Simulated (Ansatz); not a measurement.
**Clamped-ion strain scan in TaSi2**

These are results of Ansatz 0.2.0, DFT PBE, scalar-relativistic, plane waves, PAW, not measurements. Cutoff 420 eV, Γ-centred 9×9×6 k-points, Gaussian smearing of 0.15 eV. Spin–orbit coupling is left out, which can shift energies with elements as heavy as these. No spin polarisation. Energies are free energies at this smearing, counted from the undisturbed cell; pressure is positive in compression.

Zero of the scan (relaxed at this level; it needn't be the usual structure):

```
Ta Si
1.0
     4.80510    0.00000    0.00000
    -2.40255    4.16134    0.00000
     0.00000    0.00000    6.59887
Ta Si
3 6
Direct
  0.50000 0.00000 0.50000
  0.50000 0.50000 0.83333
  0.00000 0.50000 0.16667
  0.15892 0.31784 0.50000
  0.84108 0.15892 0.83333
  0.68216 0.84108 0.16667
  0.84108 0.68216 0.50000
  0.15892 0.84108 0.83333
  0.31784 0.15892 0.16667
```

The cell is strained by ε times the Voigt pattern (0, 0, 0, 0, 0, 1) (xx, yy, zz, yz, xz, xy; engineering shear) with fractional coordinates fixed. The cell is metallic on the mesh throughout.

```csv
ε,ΔE (meV/atom),"stress summed along the pattern (GPa, tension positive)",pressure (GPa)
-0.0600,24.0,-8.72,0.7
-0.0300,6.0,-4.36,0.2
0.0000,0.0,0.00,0.0
0.0075,?,?,0.0
0.0150,1.5,2.18,0.1
0.0225,?,?,0.1
0.0375,9.4,5.45,0.3
0.0450,13.5,6.54,0.4
0.0525,18.3,7.63,0.6
```

By symmetry 0.0600 repeats -0.0600, -0.0450 repeats 0.0450, 0.0300 repeats -0.0300, -0.0150 repeats 0.0150 in energy; the slope of the energy along the path changes sign there.

Give the withheld values.

ΔE (meV/atom) at ε = 0.0075: 0.4; stress summed along the pattern (GPa, tension positive) at ε = 0.0075: 1.09; ΔE (meV/atom) at ε = 0.0225: 3.4; stress summed along the pattern (GPa, tension positive) at ε = 0.0225: 3.27.